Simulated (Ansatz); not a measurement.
The system is KZnF3.

```xyz
5
Lattice="4.0500 0.0000 0.0000 0.0000 4.0500 0.0000 0.0000 0.0000 4.0500" Properties=species:S:1:pos:R:3 pbc="T T T"
Zn    2.0250    2.0250    2.0250
K     0.0000    0.0000    0.0000
F     2.0250    0.0000    2.0250
F     0.0000    2.0250    2.0250
F     2.0250    2.0250    0.0000
```

| Quantity | Value |
| --- | --- |
| Program | Ansatz 0.2.0 |
| Task | single point |
| Functional | PBE |
| Potentials or basis | Ansatz PAW |
| Cutoff | 420 eV (not typed: the program's choice for these potentials) |
| k mesh | 7 × 7 × 7 |
| Occupations | fermi-dirac, width 0.05 eV |
| Spin | no spin polarisation |

On this cell: pressure 4.6 GPa; largest force zero by symmetry; band gap on the k mesh 3.97 eV, indirect (least direct gap 5.69 eV).

The same run follows on a disturbed copy (atoms moved at random, drawn with an rms of 0.05 Å):

```
CELL_PARAMETERS angstrom
4.05000 0.00000 0.00000
0.00000 4.05000 0.00000
0.00000 0.00000 4.05000
ATOMIC_POSITIONS crystal
Zn 0.49233 0.50431 0.50399
K 0.00475 0.00919 0.99815
F 0.50853 0.99496 0.50841
F 0.99755 0.50391 0.50014
F 0.50134 0.51036 0.00343
```

Task: What does the disturbed cell give?

Result: The energy moves by +3.3 meV/atom; pressure 4.6 GPa; largest force 0.481 eV/Å; band gap on the k mesh 3.97 eV, indirect (least direct gap 5.67 eV).

Forces in eV/Å, atoms in the order of the input:
```
Zn   0.193 -0.247 -0.041
K   -0.058 -0.039  0.046
F   -0.077  0.474 -0.040
F   -0.024 -0.074  0.010
F   -0.034 -0.114  0.025
```

Stress tensor (GPa, compression positive):
```
 4.61  0.04  0.00
 0.04  4.71 -0.01
 0.00 -0.01  4.59
```

Caveats: odd divisions of the mesh miss points on the zone boundary, where band edges often lie, so the gap on the mesh can be too wide.

A k mesh can miss the band edges.
